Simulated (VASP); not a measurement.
A run of VASP 6.6.1:

Contents of INCAR:

```
SYSTEM = Hf
  ALGO = Fast
  EDIFF = 1E-7
  ENCUT = 520
  GGA = PE
  ISIF = 2
  ISMEAR = 0
  LASPH = .TRUE.
  LCHARG = .FALSE.
  LREAL = .FALSE.
  LWAVE = .FALSE.
  NBANDS = 17
  NELM = 100
  PREC = Accurate
  SIGMA = 0.1
```

Contents of KPOINTS:

```
k-points
0
G
  20 20 20
  0 0 0
```

Contents of POSCAR:

```
Hf
1.0
    0.0000000000      2.6706788292      5.3907294348
    1.5993709953      0.0000000000      5.3907294348
    1.5993709953      2.6706788292      0.0000000000
Hf
2
Direct
    0.1357804044      0.1357804044      0.8642195956
    0.8642195956      0.8642195956      0.1357804044
```

Potentials or basis: VASP PAW PBE potentials, release 64 (Hf_pv).

The run is started by

```console
$ cat potpaw_PBE.64/Hf_pv/POTCAR > POTCAR
$ mpirun -np 1 vasp_std > vasp.out
```

Hardware: 1 thread of Intel(R) Xeon(R) 6975P-C (Granite Rapids) (shared host).

Q: Estimate the wall time of this run.

A: Run time: 9.5 min on 1 thread of Intel(R) Xeon(R) 6975P-C (Granite Rapids) (shared host), peak memory 0.84 GiB. Counts: scf iterations 14, k points 1166.
